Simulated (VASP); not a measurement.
Wanted: the native input for a VASP 6.6.1 run.

```yaml
Task: single point
Functional: PBEsol
Potentials_or_basis: VASP PAW PBE potentials, release 64 (Al, Pt)
Cutoff: 520 eV
k_mesh: 7 × 7 × 7
Occupations: methfessel-paxton, width 0.1 eV
Spin: no spin polarisation
Dipole_correction: no
Further_INCAR_settings: ALGO = Fast; EDIFF = 1e-06; NBANDS = 14
```

The structure of AlPt lies in POSCAR:

```
AlPt
1.0
    3.0915460000      0.0000000000      0.0000000000
    0.0000000000      3.0915460000      0.0000000000
    0.0000000000      0.0000000000      3.0915460000
Al Pt
1 1
Direct
    0.0000000000      0.0000000000      0.0000000000
    0.5000000000      0.5000000000      0.5000000000
```

Measurements of this composition are mostly on another form, of space group No. 198.

These files were run (other wordings do the same):

INCAR

```
PREC = Accurate ; ENCUT = 520
EDIFF = 1E-6 ; ISMEAR = 1
SIGMA = 0.1 ; LREAL = F
LASPH = T ; NELM = 100
ALGO = Fast ; ISIF = 2
LWAVE = F ; LCHARG = F
GGA = PS ; NBANDS = 14
```

KPOINTS

```
Automatic mesh
0
Gamma
  7 7 7
```

Potentials or basis: VASP PAW PBE potentials, release 64 (Al, Pt).

Run with:

```sh
$ cat potpaw_PBE.64/Al/POTCAR potpaw_PBE.64/Pt/POTCAR > POTCAR
$ mpirun -np 1 vasp_std > vasp.out
```

Results of the run:

```yaml
Pressure: -6.0 GPa
Band_gap_on_the_k_mesh: none (metal or under the smearing width)
```

Caveat: the PAW data sets were made with another functional, which shifts forces and pressure a little.

Run time: 4 s on 1 thread of Intel(R) Xeon(R) 6975P-C (Granite Rapids) (shared host), peak memory 0.13 GiB.
